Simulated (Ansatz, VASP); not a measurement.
Given: the input of a run of VASP 6.6.1 on Ti.

File INCAR:

```
SYSTEM = Ti
PREC     = Accurate       ! precision mode
ENCUT    = 600            ! plane-wave cutoff, eV
EDIFF    = 1E-7           ! SCF threshold, eV
ISMEAR   = -1             ! smearing method
SIGMA    = 0.05           ! smearing width, eV
LREAL    = .FALSE.        ! projectors in reciprocal space
LASPH    = .TRUE.         ! aspherical terms in the spheres
NELM     = 80             ! most SCF steps
ALGO     = Fast           ! electronic algorithm
ISIF     = 3              ! what is computed and relaxed
LWAVE    = .FALSE.        ! write WAVECAR
LCHARG   = .FALSE.        ! write CHGCAR
GGA      = PE             ! functional
IBRION   = 2              ! ionic algorithm
NSW      = 60             ! ionic steps
EDIFFG   = -0.01          ! ionic threshold
```

The input KPOINTS:

```
Automatic mesh
0
G
  11 11 11
  0 0 0
```

The input POSCAR:

```
Ti
1.0
    0.0000000000      2.0300000000      2.0300000000
    2.0300000000      0.0000000000      2.0300000000
    2.0300000000      2.0300000000      0.0000000000
Ti
1
Direct
    0.0000000000      0.0000000000      0.0000000000
```

Potentials or basis: VASP PAW PBE potentials, release 64 (Ti_sv).

Command:

```bash
$ cat potpaw_PBE.64/Ti_sv/POTCAR > POTCAR
$ mpirun -np 1 vasp_std > vasp.out
```

Set up the same calculation for Ansatz 0.2.0. Potentials there: Ansatz PAW.

As run (the cutoff follows the program's own potentials):

The input input.yaml:

```yaml
crystal:
  lattice:
    - [0.0, 2.03, 2.03]
    - [2.03, 0.0, 2.03]
    - [2.03, 2.03, 0.0]
  atoms:
    - { symbol: Ti, position: [0.0, 0.0, 0.0] }
hamiltonian:
  xc: pbe
  pseudopotentials: { kind: paw }
kpoints:
  mp_grid: { grid: [11, 11, 11] }
scf:
  occupations: { method: fermi_dirac, width: 0.05 }
output:
  forces: true
  stress: true
  eigenvalues: true
relax:
  f_tol: 0.01
  max_steps: 40
  cell: { stress_tol: 0.05 }
```

Potentials or basis: Ansatz PAW.

Run with:

```bash
$ ansatz run input.yaml --threads 2 --pin off --max-ram 5632MiB --backend cpu --events-out ev --progress --plain --runs-dir out
```

Both were run:

|  | VASP | Ansatz | Ansatz less VASP |
| --- | --- | --- | --- |
| gap on the k mesh at the Fermi level, each at its own relaxed structure (eV) | none | none | - |
| relaxed volume (Å³/atom) | 17.32 | 17.36 | +0.043 |
| relaxed cell length with the largest relative difference (Å) | 2.904 | 2.906 | +0.0024 |
| energy change over the relaxation (meV/atom) | -7 | -8 | -1.1 |

A gap of «none» marks a metal or a gap that the smearing closes.

Caveats: the plane-wave basis is chosen anew once the cell has moved, so the energies of steps on either side of that aren't comparable (Ansatz). PBE usually gives volumes a little too large and moduli too small. Zero-point motion and thermal expansion aren't in these numbers.
